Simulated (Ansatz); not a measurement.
CdI2 built on the CdI2 prototype (r2SCAN+rVV10 geometry), in Ansatz:

```
Cd I
1.0
     4.24701    0.00000    0.00000
    -2.12350    3.67802    0.00000
     0.00000    0.00000    6.89503
Cd I
1 2
Direct
  0.00000 0.00000 0.00000
  0.33333 0.66667 0.24939
  0.66667 0.33333 0.75061
```

G0W0@PBE with 590 empty bands, a screening cutoff of 180 eV and a 6×6×4 mesh (PAW, contour deformation) gives 3.580 eV over the mesh points, from a PBE gap of 2.375 eV; it sums over 617 bands with 591 plane waves in the screening and a wave cutoff of 420 eV. G0W0 values are finite-basis, finite-mesh values. No spin polarisation and no zero-point or thermal motion.

(1) Estimate the gap with empty bands 1145, screening cutoff 260 eV.

(2) Estimate the gap with starting point HSE06.

(3) Estimate the gap with starting point PBE0.

Results:

(1) 3.599 eV (+0.019 eV), from a Kohn-Sham gap of 2.375 eV.

(2) 4.092 eV (+0.512 eV), from a Kohn-Sham gap of 3.336 eV.

(3) 4.291 eV (+0.711 eV), from a Kohn-Sham gap of 4.022 eV.

No spin-orbit coupling is included; it can move band edges with weight on the heavy atoms by tenths of an eV.

With a shallow d shell on the cation, G0W0 converges slowly in bands and cutoff, so these values are in doubt.
